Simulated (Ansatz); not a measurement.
## Al2Cu (Khatyrkite) in Ansatz: the effect of functional

The system is Al2Cu (Khatyrkite).

```
Cu Al
1.0
    -3.03350    3.03350    2.43850
     3.03350   -3.03350    2.43850
     3.03350    3.03350   -2.43850
Cu Al
2 4
Direct
  0.25000 0.25000 0.00000
  0.75000 0.75000 0.00000
  0.34190 0.15810 0.50000
  0.84190 0.34190 0.18380
  0.65810 0.84190 0.50000
  0.15810 0.65810 0.81620
```

Alike in all runs:

- Program: Ansatz 0.2.0
- Task: band structure
- Potentials or basis: Ansatz PAW
- k mesh: 7 × 7 × 7
- Occupations: fermi-dirac, width 0.05 eV
- Spin: no spin polarisation

```csv
functional,cutoff,pressure (GPa),largest force (eV/Å)
LDA,420 eV (not typed: the program's choice for these potentials),-6.4,0.10
PBEsol,420 eV (not typed: the program's choice for these potentials),?,?
RPBE,420 eV (not typed: the program's choice for these potentials),2.1,0.02
revPBE,420 eV (not typed: the program's choice for these potentials),1.5,0.02
BLYP,420 eV (not typed: the program's choice for these potentials),3.9,0.08
r2SCAN,500 eV (not typed: the program's choice for these potentials),-3.9,0.09
```

Question: What does the run with functional PBEsol give?

Answer: Pressure -3.5 GPa; largest force 0.07 eV/Å.

Caveats: the PAW data sets come from PBE, with cores solved anew for the run's functional, which leaves a small shift of forces and pressure.

Runs at the PBE level aren't shown here.
